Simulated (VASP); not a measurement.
## BeTe in VASP 6.6.1, single-point calculation

INCAR

```
EDIFF = 1E-7
ENCUT = 520
MAGMOM = 0.5 -0.5
GGA = PE
LASPH = .TRUE.
SIGMA = 0.02
LREAL = .FALSE.
IBRION = -1
NSW = 0
NELM = 120
ISMEAR = -1
LWAVE = .FALSE.
NBANDS = 11
ISPIN = 2
LCHARG = .FALSE.
PREC = High
ISIF = 2
```

KPOINTS

```
KPOINTS created by Atomic Simulation Environment
0
Gamma
8 8 8
0 0 0
```

POSCAR

```
Be Te
 1.0000000000000000
     0.0000000000000000    2.7720511529000000    2.8705193947000001
     2.7720511529000000    0.0000000000000000    2.8705193947000001
     2.7720511529000000    2.7720511529000000    0.0000000000000000
 Be  Te
   1   1
Cartesian
  0.0000000000000000  0.0000000000000000  0.0000000000000000
  1.3860255764500000  1.3860255764500000  1.4352596973500000
```

The recommended PBE PAW datasets give the neutral cell 8 valence electrons.

Command

```
mpirun -np 1 vasp_std
```

OSZICAR

```
N       E                     dE             d eps       ncg     rms          rms(c)
DAV:   1     0.190519118633E+02    0.19052E+02   -0.32831E+03  2596   0.587E+02
DAV:   2    -0.661798151104E+01   -0.25670E+02   -0.24746E+02  3362   0.921E+01
DAV:   3    -0.770810188324E+01   -0.10901E+01   -0.10881E+01  3425   0.201E+01
DAV:   4    -0.771922173170E+01   -0.11120E-01   -0.11119E-01  3141   0.228E+00
DAV:   5    -0.771945196798E+01   -0.23024E-03   -0.23023E-03  3379   0.316E-01    0.429E+00
DAV:   6    -0.763956043839E+01    0.79892E-01   -0.25042E-01  2996   0.200E+00    0.248E+00
DAV:   7    -0.760718143652E+01    0.32379E-01   -0.11945E-01  3093   0.145E+00    0.754E-01
DAV:   8    -0.760862107140E+01   -0.14396E-02   -0.81808E-03  2935   0.684E-01    0.385E-01
DAV:   9    -0.760896637660E+01   -0.34531E-03   -0.16141E-03  3051   0.274E-01    0.722E-02
DAV:  10    -0.760912445974E+01   -0.15808E-03   -0.26776E-04  2932   0.105E-01    0.359E-02
DAV:  11    -0.760918036760E+01   -0.55908E-04   -0.79990E-05  3007   0.620E-02    0.186E-02
DAV:  12    -0.760918912841E+01   -0.87608E-05   -0.11602E-05  3049   0.255E-02    0.101E-02
DAV:  13    -0.760919073805E+01   -0.16096E-05   -0.11108E-06  3122   0.764E-03    0.583E-03
DAV:  14    -0.760919157493E+01   -0.83688E-06   -0.13457E-06  2812   0.791E-03    0.144E-03
DAV:  15    -0.760919161506E+01   -0.40131E-07   -0.30244E-07  3164   0.536E-03
   1 F= -.76091916E+01 E0= -.76091916E+01  d E =-.103852E-11  mag=    -0.0000
```

It converged. Results: pressure 1.9 GPa; magnetic moment of the cell 0.00 μB.

For comparison, a separate PBE run of the intended cell, on usual settings and not on those above, gives a gap of 1.80 eV on its mesh and a pressure of 1.9 GPa.

The run above took about 43 s on one core of a shared host (Intel Xeon Platinum 8488C) and held 0.17 GiB at most.
